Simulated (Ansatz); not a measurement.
# MgO: the cost of one run

Program: Ansatz 0.2.0. Level of theory: DFT r2SCAN, scalar-relativistic, plane waves, PAW. These are calculated values, not measurements.

The COD cell was measured well above room temperature, so it is larger than a cold one.

1 further run of the same task is left out (set aside as unsound or not needed). Runs told in other sessions of the task aren't counted.

## (1) The structure to begin with

It takes space group Fm-3m (No. 225, cubic). Conventional cell: a = 4.204 Å, b = 4.204 Å, c = 4.204 Å, α = 90.00°, β = 90.00°, γ = 90.00°. Mg (site symmetry m-3m) has 6 O at 2.10 Å in its first shell of neighbours. O (site symmetry m-3m) has 6 Mg at 2.10 Å in its first shell of neighbours.

As a file:

```cif
data_structure
_symmetry_space_group_name_H-M 'P 1'
_symmetry_Int_Tables_number 1
_cell_length_a 2.9728
_cell_length_b 2.9728
_cell_length_c 2.9728
_cell_angle_alpha 60.000
_cell_angle_beta 60.000
_cell_angle_gamma 60.000
_cell_volume 18.58
loop_
_atom_site_label
_atom_site_type_symbol
_atom_site_fract_x
_atom_site_fract_y
_atom_site_fract_z
_atom_site_occupancy
Mg1 Mg 0.00000 0.00000 0.00000 1
O1 O 0.50000 0.50000 0.50000 1
```

This cell was relaxed beforehand with the same method: volume 9.29 Å³/atom, gap on the mesh 5.69 eV.

## (2) Next: a trigonal deformation path

At fixed volume and fractional coordinates, lengths along (0.577, 0.577, 0.577) are scaled against those across it; ρ is that ratio over its starting value.

## (3) Point ρ = 0.500

Input file input.yaml:

```yaml
crystal:
  lattice:
    - [-0.8828303272, 1.7656606544, 1.7656606544]
    - [1.7656606544, -0.8828303272, 1.7656606544]
    - [1.7656606544, 1.7656606544, -0.8828303272]
  atoms:
    - { symbol: Mg, position: [0.0, 0.0, 0.0] }
    - { symbol: O, position: [0.5, 0.5, 0.5] }
basis:
  ecutwfc: 500
kpoints:
  mp_grid: { grid: [10, 10, 10] }
hamiltonian:
  xc: r2scan
scf:
  occupations: { method: gaussian, width: 0.05 }
output:
  forces: true
  stress: true
  eigenvalues: true
```

Run with:

```
> ansatz run input.yaml --threads 1 --pin off --max-ram 2560MiB --backend cpu --events-out ev --progress --plain --runs-dir out
```

Q: Estimate wall time and peak memory on 1 thread of Arm Neoverse V1, shared host.

About 2 s, with a peak of 0.29 GiB.
